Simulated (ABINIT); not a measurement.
Input of an ABINIT 10.8.3 (patched build) run:

Contents of run.abi:

```
# Pseudopotentials
pp_dirpath "./"
pseudos "Al.GGA_PBE-JTH.xml, N.GGA_PBE-JTH.xml"

# Structure
acell 3.0886333121 3.0886333121 3.0886333121 Angstrom
rprim
     0.0000000000     0.7071067812     0.7071067812
     0.7071067812     0.0000000000     0.7071067812
     0.7071067812     0.7071067812     0.0000000000
ntypat 2
znucl 13 7
natom 2
typat 1 2
xred
     0.0000000000     0.0000000000     0.0000000000
     0.2500000000     0.2500000000     0.2500000000

# Plane-wave basis
ecut 25.0
pawecutdg 47.0

# k points
kptopt 1
ngkpt 6 6 6
nshiftk 1
shiftk 0.0 0.0 0.0

# Exchange and correlation
ixc 11

# Bands and occupations
nband 8
occopt 3
tsmear 0.05 eV

# SCF cycle
nstep 100
tolvrs 1.0e-9

# Output
iomode 3
prtwf 0
prtden 0
prteig 0
prtebands 0
enunit 1
```

Potentials or basis: JTH PAW PBE v2.0.

Launch:

```console
$ abinit run.abi > log 2>&1
```

Problem. What does it give for the band gap on the k mesh?

Solution. 3.30 eV, indirect (least direct gap 4.17 eV).

 Expect the measured gap to be larger: semilocal functionals such as PBE lack the derivative discontinuity.
